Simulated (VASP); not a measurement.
# Pt (Fm-3m) in VASP: notebook

Runs on Pt. Level: PBE+D3(BJ). Tasks: relaxation of cell and atoms, vibrations by finite differences.

Program: VASP 6.6.1. These are calculated values, not measurements. Logs are shortened: lines on timing, memory, paths and dates and some standing lists are left out, and cuts for length are marked.

## (1) Starting point

Symmetry: Fm-3m, No. 225, cubic system. The conventional cell has a = 3.922 Å, b = 3.922 Å, c = 3.922 Å, α = 90.00°, β = 90.00°, γ = 90.00°. Pt (site symmetry m-3m) is surrounded by 12 Pt at 2.77 Å.

## (2) Relaxation of cell and atoms, PBE+D3(BJ)

Contents of INCAR:

```
PREC = Accurate ; ENCUT = 520
EDIFF = 1E-7 ; ISMEAR = 0
SIGMA = 0.1 ; LREAL = False
LASPH = True ; NELM = 100
ALGO = Normal ; ISIF = 3
LWAVE = False ; LCHARG = False
GGA = PE ; IVDW = 12
IBRION = 2 ; NSW = 80
EDIFFG = -0.002
```

Contents of KPOINTS:

```
Automatic mesh
0
Gamma
  18 18 18
```

Contents of POSCAR:

```
Pt
1.0
    0.0000000000      1.9609000000      1.9609000000
    1.9609000000      0.0000000000      1.9609000000
    1.9609000000      1.9609000000      0.0000000000
Pt
1
Direct
    0.0000000000      0.0000000000      0.0000000000
```

Potentials or basis: VASP PAW PBE potentials, release 64 (Pt).

Started as:

```bash
$ cat potpaw_PBE.64/Pt/POTCAR > POTCAR
$ mpirun -np 1 vasp_std > vasp.out
```

OUTCAR:

```text
PREC = Accurate
   ENCUT = 520
   EDIFF = 1E-7
   ISMEAR = 0
   LREAL = False
   LASPH = True
   NELM = 100
   ISIF = 3
   GGA = PE
   IVDW = 12
   IBRION = 2
   NSW = 80
   EDIFFG = -0.002
 IVDW          = 12

 ion  position               nearest neighbor table
   1  0.000  0.000  0.000-

  LATTYP: Found a face centered cubic cell.
 ALAT       =     3.9218000000

  Lattice vectors:

 A1 = (   0.0000000000,   1.9609000000,   1.9609000000)
 A2 = (   1.9609000000,   0.0000000000,   1.9609000000)
 A3 = (   1.9609000000,   1.9609000000,   0.0000000000)

Analysis of symmetry for initial positions (statically):
=====================================================================
 Subroutine PRICEL returns:
 Original cell was already a primitive cell.

 Routine SETGRP: Setting up the symmetry group for a
 face centered cubic supercell.

 Subroutine GETGRP returns: Found 48 space group operations
 (whereof 48 operations were pure point group operations)
 out of a pool of 48 trial point group operations.

The static configuration has the point symmetry O_h .

Analysis of symmetry for dynamics (positions and initial velocities):
=====================================================================
 Subroutine PRICEL returns:
 Original cell was already a primitive cell.

 Routine SETGRP: Setting up the symmetry group for a
 face centered cubic supercell.

 Subroutine GETGRP returns: Found 48 space group operations
 (whereof 48 operations were pure point group operations)
 out of a pool of 48 trial point group operations.

The dynamic configuration has the point symmetry O_h .

 Subroutine INISYM returns: Found 48 space group operations
 (whereof 48 operations are pure point group operations),
 and found     1 'primitive' translations

----------------------------------------------------------------------------------------

                                     Primitive cell

  volume of cell :      15.0798

  direct lattice vectors                    reciprocal lattice vectors
     0.000000000  1.960900000  1.960900000    -0.254984956  0.254984956  0.254984956
     1.960900000  0.000000000  1.960900000     0.254984956 -0.254984956  0.254984956
     1.960900000  1.960900000  0.000000000     0.254984956  0.254984956 -0.254984956

  length of vectors
     2.773131374  2.773131374  2.773131374     0.441646899  0.441646899  0.441646899

  position of ions in fractional coordinates (direct lattice)
     0.000000000  0.000000000  0.000000000

  ion indices of the primitive-cell ions
[... 66 lines left out ...]
   ISTART =      0    job   : 0-new  1-cont  2-samecut
   ICHARG =      2    charge: 1-file 2-atom 10-const
   ISPIN  =      1    spin polarized calculation?
   LNONCOLLINEAR =      F non collinear calculations
   LSORBIT =      F    spin-orbit coupling
   LASPH  =      T    aspherical Exc in radial PAW
   ENCUT  =  520.0 eV  38.22 Ry    6.18 a.u.   5.16  5.16  5.16*2*pi/ulx,y,z
   NELM   =    100;   NELMIN=  2; NELMDL= -5     # of ELM steps
   EDIFF  = 0.1E-06   stopping-criterion for ELM
   LREAL  =      F    real-space projection
   EDIFFG = -.2E-02   stopping-criterion for IOM
   NSW    =     80    number of steps for IOM
   IBRION =      2    ionic relax: 0-MD 1-quasi-New 2-CG
   NFREE  =      1    steps in history (QN), initial steepest desc. (CG)
   ISIF   =      3    stress and relaxation
   ISYM   =      2    0-nonsym 1-usesym 2-fastsym
   POTIM  = 0.5000    time-step for ionic-motion
   TEBEG  =    0.0;   TEEND  =   0.0 temperature during run
   PSTRESS=    0.0 pullay stress
   NELECT =      10.0000    total number of electrons
   NUPDOWN=      -1.0000    fix difference up-down
   EMIN   =  10.00;   EMAX   =-10.00  energy-range for DOS
   EFERMI =   0.00;   METHOD = LEGACY
   ISMEAR =     0;   SIGMA  =   0.10  broadening in eV -4-tet -1-fermi 0-gaus
   EFERMI_NEDOS =   21; number of points for ismear=-14 and -15
   IALGO  =     38    algorithm
   IMIX   =      4    mixing-type and parameters
     AMIX     =   0.40;   BMIX     =  1.00
     AMIX_MAG =   1.60;   BMIX_MAG =  1.00
  volume/ion in A,a.u.               =      15.08       101.76
  Fermi-wavevector in a.u.,A,eV,Ry     =   1.427609  2.697791 27.729605  2.038068
  Thomas-Fermi vector in A             =   2.547760
   LORBIT       =      0    0 simple, 1 ext, 2 COOP (PROOUT), +10 PAW based schemes
   GGA     = PE    functional components
   LHFCALC =     F    Hartree Fock is set to
   AEXX    =    0.0000 exact exchange contribution
   IVDW    =    12    specifies the selected vdW correction
   LEPSILON=     F    determine dielectric tensor
   LRPA    =     F    only Hartree local field effects (RPA)
 conjugate gradient relaxation of ions
 non-spin polarized calculation
 Gauss-broadening in eV      SIGMA  =   0.10
  energy-cutoff  :      520.00
  volume of cell :       15.08
 maximum number of plane-waves:       419
 NGX is ok and might be reduce to    24
   NGX = 11   NGY = 11   NGZ = 11

--------------------------------------- Ionic step        1  -------------------------------------------

 number of electron      10.0000000 magnetization

 Free energy of the ion-electron system (eV)
  ---------------------------------------------------
  ext. energy  EPLUGINS =         0.00000000
  ---------------------------------------------------
  free energy    TOTEN  =        -6.08435659 eV

  energy without entropy =       -6.07369199  energy(sigma->0) =       -6.07902429

------------------------ aborting loop because EDIFF is reached ----------------------------------------

 Edisp (eV)   -0.77932

 E8    (eV) :    -0.3574
[... 69 lines left out ...]
--------------------------------------- Ionic step        3  -------------------------------------------

 number of electron      10.0000000 magnetization

 Free energy of the ion-electron system (eV)
  ---------------------------------------------------
  ext. energy  EPLUGINS =         0.00000000
  ---------------------------------------------------
  free energy    TOTEN  =        -6.08700860 eV

  energy without entropy =       -6.07629226  energy(sigma->0) =       -6.08165043

 E-fermi :  11.2088     XC(G=0): -13.4728

 val. band max:       11.2087091373   @ k =   0.5000   0.5000   0.0000
 cond. band min:      11.2099593704   @ k =  -0.3333   0.3889   0.1111
 fundamental gap:      0.0012502331
 Fermi energy:        11.2087576966

 k-point     1 :       0.0000    0.0000    0.0000
  band No.  band energies     occupation
      1       1.0244      2.00000
      2       7.4361      2.00000
      3       7.4361      2.00000
      4       7.4361      2.00000
      5       9.5801      2.00000
      6       9.5801      2.00000
      7      25.8555      0.00000
      8      30.8044      0.00000
      9      30.8044      0.00000
[... 265 lines left out ...]
 k-point    24 :      -0.2222    0.0556    0.0000
  band No.  band energies     occupation
      1       3.0649      2.00000
      2       6.9474      2.00000
      3       7.8258      2.00000
      4       7.8930      2.00000
      5       9.3877      2.00000
      6      10.0654      2.00000
      7      24.8814      0.00000
      8      27.7475      0.00000
      9      32.2462      0.00000

 [... further k-points ...]

------------------------ aborting loop because EDIFF is reached ----------------------------------------

 Edisp (eV)   -0.77680

 E8    (eV) :    -0.3562
[... 24 lines left out ...]
  FREE ENERGIE OF THE ION-ELECTRON SYSTEM (eV)
  ---------------------------------------------------
  free  energy   TOTEN  =        -6.8638077207 eV

  energy  without entropy=       -6.8530913773  energy(sigma->0) =       -6.85844955

 reached required accuracy - stopping structural energy minimisation
```

OSZICAR:

```text
N       E                     dE             d eps       ncg     rms          rms(c)
DAV:   1     0.360697086063E+02    0.36070E+02   -0.55520E+03  3687   0.104E+03
DAV:   2    -0.606326310990E+01   -0.42133E+02   -0.40332E+02  3695   0.185E+02
DAV:   3    -0.646149934118E+01   -0.39824E+00   -0.39381E+00  4143   0.185E+01
[... 21 lines left out ...]
DAV:   2    -0.608735022123E+01    0.65732E-02   -0.19404E-02  3527   0.124E+00    0.222E-01
DAV:   3    -0.608697756835E+01    0.37265E-03   -0.19307E-03  3670   0.363E-01    0.121E-01
DAV:   4    -0.608700882377E+01   -0.31255E-04   -0.79239E-05  3912   0.723E-02    0.728E-03
DAV:   5    -0.608700830760E+01    0.51617E-06   -0.12906E-06  3757   0.116E-02    0.217E-03
DAV:   6    -0.608700860623E+01   -0.29863E-06   -0.86257E-08  3689   0.271E-03    0.285E-04
DAV:   7    -0.608700860055E+01    0.56799E-08   -0.15889E-09  1777   0.392E-04
   3 F= -.68638077E+01 E0= -.68584495E+01  d E =-.127506E-03
```

CONTCAR:

```text
Pt
   1.00000000000000
    -0.0000000000000000    1.9629355052563902    1.9629355052563902
     1.9629355052563902    0.0000000000000000    1.9629355052563902
     1.9629355052563902    1.9629355052563902   -0.0000000000000000
  Pt
     1
Direct
     0.0000000000000000    0.0000000000000000    0.0000000000000000

  0.00000000E+00  0.00000000E+00  0.00000000E+00
```

It took 30 s on 1 thread of Intel Xeon Platinum 8488C (Sapphire Rapids), shared host; peak memory 0.18 GiB.

Results:

| Item | Value |
| --- | --- |
| Free energy | -6.8638 eV |
| Relaxed volume | 15.13 Å³/atom |
| Relaxed cell | a = 2.776 Å, b = 2.776 Å, c = 2.776 Å, α = 60.00°, β = 60.00°, γ = 60.00° |
| Space group after relaxing (to 0.05 Å) | Fm-3m (No. 225) |
| Energy gained by relaxing | 0.1 meV/atom |
| Ionic steps | 3 |
| Pressure after relaxing | 0.0 GPa |
| Band gap on the k mesh | none (metal or under the smearing width) |
| Dispersion energy per atom | -0.777 eV |

Step by step:
| step | energy change (eV) | largest force (eV/Å) | pressure (GPa) | volume (Å³) |
| --- | --- | --- | --- | --- |
| 1 | 0.0000 | 0.0000 | 0.89 | 15.08 |
| 2 | 0.0009 | 0.0000 | -2.41 | 15.26 |
| 3 | -0.0001 | 0.0000 | 0.02 | 15.13 |

Final structure:
```
Pt
1.0
     0.00000    1.96294    1.96294
     1.96294    0.00000    1.96294
     1.96294    1.96294    0.00000
Pt
1
Cartesian
  0.0000 0.0000 0.0000
```

Levels at points of the mesh, in eV from the Fermi level:
```tsv
k point	band 2	band 3	band 4	band 5	band 6	band 7	band 8	band 9
(0.00, 0.00, 0.00)	-3.77	-3.77	-3.77	-1.63	-1.63	14.65	19.60	19.60
(0.50, 0.00, 0.00)	-3.84	-3.84	-0.46	0.04	0.04	5.82	14.21	18.96
(0.50, 0.50, 0.00)	-6.59	0.00	0.49	0.49	1.79	8.85	11.38	11.38
```

Caveat: pairwise dispersion overbinds metals, which lowers pressure and volume. Zero-point motion and thermal expansion aren't in these numbers.

## (3) Relaxation of cell and atoms, PBE+D3(BJ)

This run uses another cell than the first one, of 15.13 Å³/atom, 1.003 times its volume.

INCAR is that of step 2.

KPOINTS is that of step 2.

Contents of POSCAR:

```
Pt                                      
1.0
   -0.0000000000      1.9629355053      1.9629355053
    1.9629355053      0.0000000000      1.9629355053
    1.9629355053      1.9629355053     -0.0000000000
  Pt            
     1
Direct
     0.0000000000000000    0.0000000000000000    0.0000000000000000
```

Potentials or basis: VASP PAW PBE potentials, release 64 (Pt).

Started as:

```bash
$ cat potpaw_PBE.64/Pt/POTCAR > POTCAR
$ mpirun -np 1 vasp_std > vasp.out
```

OUTCAR:

```text
PREC = Accurate
   ENCUT = 520
   EDIFF = 1E-7
   ISMEAR = 0
   LREAL = False
   LASPH = True
   NELM = 100
   ISIF = 3
   GGA = PE
   IVDW = 12
   IBRION = 2
   NSW = 80
   EDIFFG = -0.002
 IVDW          = 12

 ion  position               nearest neighbor table
   1  0.000  0.000  0.000-

  LATTYP: Found a face centered cubic cell.
 ALAT       =     3.9258710106

  Lattice vectors:

 A1 = (   0.0000000000,   1.9629355053,   1.9629355053)
 A2 = (   1.9629355053,   0.0000000000,   1.9629355053)
 A3 = (   1.9629355053,   1.9629355053,   0.0000000000)

Analysis of symmetry for initial positions (statically):
=====================================================================
 Subroutine PRICEL returns:
 Original cell was already a primitive cell.

 Routine SETGRP: Setting up the symmetry group for a
 face centered cubic supercell.

 Subroutine GETGRP returns: Found 48 space group operations
 (whereof 48 operations were pure point group operations)
 out of a pool of 48 trial point group operations.

The static configuration has the point symmetry O_h .

[... 165 lines left out ...]
 fundamental gap:      0.0012478421
 Fermi energy:        11.2087491176

 k-point     1 :       0.0000    0.0000    0.0000
  band No.  band energies     occupation
      1       1.0244      2.00000
      2       7.4361      2.00000
      3       7.4361      2.00000
      4       7.4361      2.00000
      5       9.5801      2.00000
      6       9.5801      2.00000
      7      25.8555      0.00000
      8      30.8044      0.00000
      9      30.8044      0.00000
[... 265 lines left out ...]
 k-point    24 :      -0.2222    0.0556    0.0000
  band No.  band energies     occupation
      1       3.0649      2.00000
      2       6.9474      2.00000
      3       7.8258      2.00000
      4       7.8930      2.00000
      5       9.3877      2.00000
      6      10.0654      2.00000
      7      24.8814      0.00000
      8      27.7475      0.00000
      9      32.2462      0.00000

 [... further k-points ...]

------------------------ aborting loop because EDIFF is reached ----------------------------------------

 Edisp (eV)   -0.77680

 E8    (eV) :    -0.3562

  FORCE on cell =-STRESS in cart. coord.  units (eV):
  Direction    XX          YY          ZZ          XY          YZ          ZX
  --------------------------------------------------------------------------------------
  -------------------------------------------------------------------------------------
  Total       0.00142     0.00142     0.00142     0.00000     0.00000     0.00000
  in kB       0.15027     0.15027     0.15027     0.00000     0.00000     0.00000
  external pressure =        0.15 kB  Pullay stress =        0.00 kB

 VOLUME and BASIS-vectors are now :
 -----------------------------------------------------------------------------
  energy-cutoff  :      520.00
  volume of cell :       15.13
      direct lattice vectors                 reciprocal lattice vectors
     0.000000000  1.962935505  1.962935505    -0.254720544  0.254720544  0.254720544
     1.962935505  0.000000000  1.962935505     0.254720544 -0.254720544  0.254720544
     1.962935505  1.962935505  0.000000000     0.254720544  0.254720544 -0.254720544

 POSITION                                       TOTAL-FORCE (eV/Angst)
 -----------------------------------------------------------------------------------
      0.00000      0.00000      0.00000        -0.000000     -0.000000      0.000000
 -----------------------------------------------------------------------------------
    total drift:                               -0.000000      0.000000      0.000000

  FREE ENERGIE OF THE ION-ELECTRON SYSTEM (eV)
  ---------------------------------------------------
  free  energy   TOTEN  =        -6.8638467289 eV

  energy  without entropy=       -6.8531304150  energy(sigma->0) =       -6.85848857

 reached required accuracy - stopping structural energy minimisation
```

OSZICAR:

```text
N       E                     dE             d eps       ncg     rms          rms(c)
DAV:   1     0.372397707888E+02    0.37240E+02   -0.55348E+03  3662   0.103E+03
DAV:   2    -0.602260544095E+01   -0.43262E+02   -0.41235E+02  3735   0.187E+02
DAV:   3    -0.646450308632E+01   -0.44190E+00   -0.43684E+00  4127   0.193E+01
DAV:   4    -0.646580936546E+01   -0.13063E-02   -0.13062E-02  4131   0.113E+00
DAV:   5    -0.646581765291E+01   -0.82874E-05   -0.82879E-05  3934   0.798E-02    0.128E+01
DAV:   6    -0.612944346605E+01    0.33637E+00   -0.86108E-01  3587   0.850E+00    0.678E+00
DAV:   7    -0.609060725889E+01    0.38836E-01   -0.16161E-01  3737   0.358E+00    0.252E+00
DAV:   8    -0.608728103553E+01    0.33262E-02   -0.76065E-03  3804   0.856E-01    0.577E-01
DAV:   9    -0.608704427897E+01    0.23676E-03   -0.27366E-04  3734   0.164E-01    0.398E-02
DAV:  10    -0.608704779369E+01   -0.35147E-05   -0.44083E-06  4158   0.178E-02    0.728E-03
DAV:  11    -0.608704756417E+01    0.22952E-06   -0.33851E-08  2570   0.213E-03    0.133E-03
DAV:  12    -0.608704760882E+01   -0.44650E-07   -0.39380E-09  1909   0.489E-04
   1 F= -.68638467E+01 E0= -.68584886E+01  d E =-.686385E+01
```

It took 13 s on 1 thread of Intel Xeon Platinum 8488C (Sapphire Rapids), shared host; peak memory 0.17 GiB.

What came out:

| Quantity | Value |
| --- | --- |
| Free energy | -6.8638 eV |
| Pressure after relaxing | 0.0 GPa |
| Band gap on the k mesh | none (metal or under the smearing width) |
| Dispersion energy per atom | -0.777 eV |

Final structure:
```
Pt
1.0
     0.00000    1.96294    1.96294
     1.96294    0.00000    1.96294
     1.96294    1.96294    0.00000
Pt
1
Cartesian
  0.0000 0.0000 0.0000
```

Levels at points of the mesh, in eV from the Fermi level:
| k point | band 3 | band 4 | band 5 | band 6 | band 7 | band 8 |
| --- | --- | --- | --- | --- | --- | --- |
| (0.00, 0.00, 0.00) | -3.77 | -3.77 | -1.63 | -1.63 | 14.65 | 19.60 |
| (0.50, 0.00, 0.00) | -3.84 | -0.46 | 0.04 | 0.04 | 5.82 | 14.21 |
| (0.50, 0.50, 0.00) | 0.00 | 0.49 | 0.49 | 1.79 | 8.85 | 11.38 |

Caveat: the relaxation stopped at its first step, so nothing moved; pairwise dispersion overbinds metals, which lowers pressure and volume. The run has no spin-orbit coupling, so splittings on Pt are missing.

(Continued in part 2 of 2.)
